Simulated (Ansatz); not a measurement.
Ag, DFT, PBE, PAW with Ansatz's default frozen-core files, scalar-relativistic (Ansatz 0.2.0), run on 1 thread of Intel(R) Xeon(R) Platinum 8488C (Sapphire Rapids) on a shared host.

The cell comes from COD entry 1509194, which wasn't checked; take it as a given geometry. The listed cell was then made from it by scaling, straining or moving an atom.

Command: `ansatz run input.yaml --threads 1 --pin off --max-ram 4096MiB --backend cpu --events-out ev --progress --plain --runs-dir out`

```yaml
crystal:
  lattice:
    - [2.8861989086, 0.0, 0.0]
    - [-1.4430994543, 2.4995215753, 0.0]
    - [0.0, 0.0, 9.8]
  atoms:
    - { symbol: Ag, position: [0.3333333333, 0.6666666667, 0.25] }
    - { symbol: Ag, position: [0.6666666667, 0.3333333333, 0.75] }
    - { symbol: Ag, position: [0.0, 0.0, 0.0] }
    - { symbol: Ag, position: [0.0, 0.0, 0.5] }
kpoints:
  mp_grid: { grid: [14, 14, 4] }
scf:
  occupations: { method: fermi_dirac, width: 0.08 }
hamiltonian:
  xc: pbe
  pseudopotentials: { kind: paw }
output:
  forces: true
  stress: true
  eigenvalues: true
  efg: { contact_densities: true }
  write_density: true
  write_potential: true
  elf: true
  volumetric_format: npy
```

Problem. How large is the problem that the program sets up?

Solution. 72 irreducible k-points, 1377 plane waves at Γ, 46 bands.

Problem. About how long does it take, and how much memory does it use?

Solution. 11 s of wall time for 6 SCF iterations, with a peak of 0.52 GiB. Times on shared machines scatter by tens of per cent.

Problem. And the same cell and mesh by all-electron PAW (datasets made for this crystal), asked for forces, stress, eigenvalues, efg, on the same hardware?

Solution. 19 s, peak memory 0.7 GiB.
